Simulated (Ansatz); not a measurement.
# MgB2, one cell by several methods

```
CELL_PARAMETERS angstrom
3.08500 0.00000 0.00000
-1.54250 2.67169 0.00000
0.00000 0.00000 3.52300
ATOMIC_POSITIONS crystal
Mg 0.00000 0.00000 0.00000
B 0.33333 0.66667 0.50000
B 0.66667 0.33333 0.50000
```

Atoms are numbered in the order listed.

The cell is COD entry 1000026, as deposited and not checked against the literature; nothing was relaxed.

All numbers are computed: DFT, PBE, PAW with Ansatz's default frozen-core files, scalar-relativistic (Ansatz 0.2.0); DFT, PBE, all-electron PAW with datasets made for the crystal, scalar-relativistic (Ansatz 0.2.0); DFT, PBE, all-electron LAPW, scalar-relativistic (Ansatz 0.2.0).

For PAW: a Γ-centred 15×15×12 k mesh, Fermi–Dirac smearing of 0.05 eV, cutoff 420 eV, no spin polarisation. The crystal-made all-electron datasets (AE datasets) take a cutoff of 320 eV at this cell. LAPW targets a basis error of 0.5 meV/atom. The Ansatz runs share mesh, smearing and spin set-up. Plane-wave (PAW) pressures include the program's estimate of the Pulay term.

Stress and pressure are positive in compression.

In a metal, gradients converge slowly with the k mesh: the values move by tens of per cent from one mesh to another, at times in sign, so only the comparison on one mesh counts.

Levels count from the Fermi level.

```tsv
quantity	PAW	AE datasets	LAPW
pressure (GPa)	-1.05	-1.09	-1.09
stress xx (GPa)	-1.69	-1.74	-1.74
stress zz (GPa)	0.24	0.21	0.21
highest filled level at Γ (eV)	-2.916	-2.916	-2.916
lowest empty level at Γ (eV)	0.366	0.365	0.365
highest filled level at H (eV)	-1.983	-1.984	-1.984
lowest empty level at H (eV)	3.576	3.578	3.578
highest filled level at L (eV)	-1.276	-1.277	-1.277
lowest empty level at L (eV)	5.698	5.701	5.701
field gradient Vzz at B2 (10²¹ V/m²)	1.68	1.72	–
```

PAW's pressure differs from the LAPW value by +0.05 GPa. Datasets made for the crystal and LAPW share parts of one code, so their agreement isn't an independent check.
